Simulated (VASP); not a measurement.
A run of VASP 6.6.1 is set up as follows.

File INCAR:

```
PREC     = Accurate       # precision mode
ENCUT    = 600            # plane-wave cutoff, eV
EDIFF    = 1E-6           # SCF threshold, eV
ISMEAR   = 0              # smearing method
SIGMA    = 0.02           # smearing width, eV
LREAL    = F              # projectors in reciprocal space
LASPH    = T              # aspherical terms in the spheres
NELM     = 100            # most SCF steps
ALGO     = Normal         # electronic algorithm
ISIF     = 3              # what is computed and relaxed
LWAVE    = F              # write WAVECAR
LCHARG   = F              # write CHGCAR
GGA      = PE             # functional
IBRION   = 2              # ionic algorithm
NSW      = 100            # ionic steps
EDIFFG   = -0.005         # ionic threshold
```

File KPOINTS:

```
Automatic mesh
0
Gamma
  9 9 6
```

Contents of POSCAR:

```
ZnS
1.0
    3.8057964671      0.0000000000      0.0000000000
   -1.9028982335      3.2959164221      0.0000000000
    0.0000000000      0.0000000000      6.2379816300
Zn S
2 2
Direct
    0.3333333300      0.6666666700      0.0001396800
    0.6666666700      0.3333333300      0.5001396800
    0.3333333300      0.6666666700      0.3748603200
    0.6666666700      0.3333333300      0.8748603200
```

Potentials or basis: VASP PAW PBE potentials, release 64 (Zn, S).

Run with:

```bash
$ cat potpaw_PBE.64/Zn/POTCAR potpaw_PBE.64/S/POTCAR > POTCAR
$ mpirun -np 1 vasp_std > vasp.out
```

What does it give for the relaxed volume?

20.23 Å³/atom.

Estimate the relaxed cell.

a = 3.848 Å, b = 3.848 Å, c = 6.309 Å, α = 90.00°, β = 90.00°, γ = 120.00°.

What does it give for the band gap on the k mesh?

2.07 eV, direct.

Final structure:
```xyz
4
Lattice="3.8482 0.0000 0.0000 -1.9241 3.3327 0.0000 0.0000 0.0000 6.3093" Properties=species:S:1:pos:R:3 pbc="T T T"
Zn    0.0000    2.2218    0.0013
Zn    1.9241    1.1109    3.1559
S     0.0000    2.2218    2.3647
S     1.9241    1.1109    5.5193
```

PBE gaps usually lie below the measured ones, often by a third to a half.
